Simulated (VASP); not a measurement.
BN, 4 atoms in the cell. It takes space group P6_3mc (No. 186, hexagonal). Conventional cell: a = 2.554 Å, b = 2.554 Å, c = 4.227 Å, α = 90.00°, β = 90.00°, γ = 120.00°. N (site symmetry 3m) is surrounded by 4 B at 1.57 to 1.58 Å. B (site symmetry 3m) is surrounded by 4 N at 1.57 to 1.58 Å. Measurements of this composition are mostly on another form, of space group No. 194.

| Quantity | Value |
| --- | --- |
| Program | VASP 6.6.1 |
| Task | single point |
| Functional | r2SCAN |
| Potentials or basis | VASP PAW PBE potentials, release 64 (N_s, B_s) |
| Cutoff | 900 eV |
| k mesh | 12 × 12 × 7 |
| Occupations | gaussian, width 0.02 eV |
| Spin | no spin polarisation |
| Further INCAR settings | ADDGRID = False; ALGO = Normal; EDIFF = 1e-08; NBANDS = 16 |

Potentials or basis: VASP PAW PBE potentials, release 64 (N_s, B_s).

Launch:

```sh
$ cat potpaw_PBE.64/N_s/POTCAR potpaw_PBE.64/B_s/POTCAR > POTCAR
$ mpirun -np 1 vasp_std > vasp.out
```

Hardware: 1 thread of Intel(R) Xeon(R) Platinum 8488C (Sapphire Rapids), with other jobs on the host.

Question: Estimate the wall time of this run.

Answer: Run time: 4.6 min on 1 thread of Intel(R) Xeon(R) Platinum 8488C (Sapphire Rapids) (shared host), peak memory 0.21 GiB. Counts: scf iterations 23, k points 76.
